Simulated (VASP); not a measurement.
Set up this calculation in VASP 6.6.1, as the native input.

* Task: single point
* Functional: PBE
* Potentials or basis: VASP PAW PBE potentials, release 64 (Re)
* Cutoff: 520 eV
* k mesh: 8 × 8 × 8
* Occupations: gaussian, width 0.05 eV
* Spin: no spin polarisation
* Dipole correction: no
* Further INCAR settings: ALGO = Fast; EDIFF = 1e-06; NBANDS = 10

The structure of Re lies in POSCAR:

```
Re
1.0
   -1.5751881450      1.5751881450      1.5751881450
    1.5751881450     -1.5751881450      1.5751881450
    1.5751881450      1.5751881450     -1.5751881450
Re
1
Direct
    0.0000000000      0.0000000000      0.0000000000
```

The cell was built by a generator and needn't be a form met in nature.

These files were run (other wordings do the same):

INCAR

```
PREC = Accurate ; ENCUT = 520
EDIFF = 1E-6 ; ISMEAR = 0
SIGMA = 0.05 ; LREAL = False
LASPH = True ; NELM = 100
ALGO = Fast ; ISIF = 2
LWAVE = False ; LCHARG = False
GGA = PE ; NBANDS = 10
```

KPOINTS

```
regular mesh
0
Gamma
  8 8 8
```

Potentials or basis: VASP PAW PBE potentials, release 64 (Re).

The run is started by

```bash
$ cat potpaw_PBE.64/Re/POTCAR > POTCAR
$ mpirun -np 1 vasp_std > vasp.out
```

Results of the run:

```yaml
Pressure: -12.4 GPa
Band_gap_on_the_k_mesh: none (metal or under the smearing width)
```

It took 3.6 s on 1 thread of Intel(R) Xeon(R) Platinum 8375C CPU @ 2.90GHz (Ice Lake) (shared host), peak memory 0.12 GiB.
